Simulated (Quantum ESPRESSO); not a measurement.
Runs of Quantum ESPRESSO 7.5 on TiSe. Symmetry: Pm-3m, No. 221, cubic system. The conventional cell has a = 3.403 Å, b = 3.403 Å, c = 3.403 Å, α = 90.00°, β = 90.00°, γ = 90.00°. Ti (site symmetry m-3m) is surrounded by 8 Se at 2.95 Å. Se (site symmetry m-3m) has 8 Ti at 2.95 Å as nearest neighbours. The cell comes from a database or a generator and needn't be the stable form of this composition.

```tsv
level	U	gap on the mesh (eV)	pressure (GPa)	moment (μB)
PBEsol+U	Ti d U = 8 eV	0.21	6.1	2.00
PBEsol+U	Ti d U = 3 eV	0.04	-2.3	1.99
PBEsol	-	none	-18.1	(c)
PBEsol+U	Ti d U = 6 eV	0.16	(a)	2.00
PBEsol+U	Ti d U = 1 eV	none	-14.2	(d)
PBEsol+U	Ti d U = 5 eV	(b)	1.4	2.00
PBEsol+U	Ti d U = 4 eV	none	0.8	1.97
PBEsol+U	Ti d U = 2 eV	none	-4.9	1.94
```

Alike in all rows: task single point; potentials or basis GBRV 1.5 PBEsol; spin collinear, ferromagnetic start; cell as given; k mesh 6 × 6 × 6; cutoff (eV) 612; smearing gaussian 0.05 eV.

Estimate the missing entries.

(a) 3.0; (b) 0.13; (c) 0.01; (d) 1.23.

A k mesh can miss the band edges, and the runs leave out spin-orbit coupling on Se.

A gap of «none» marks a metal or a gap under the smearing width.
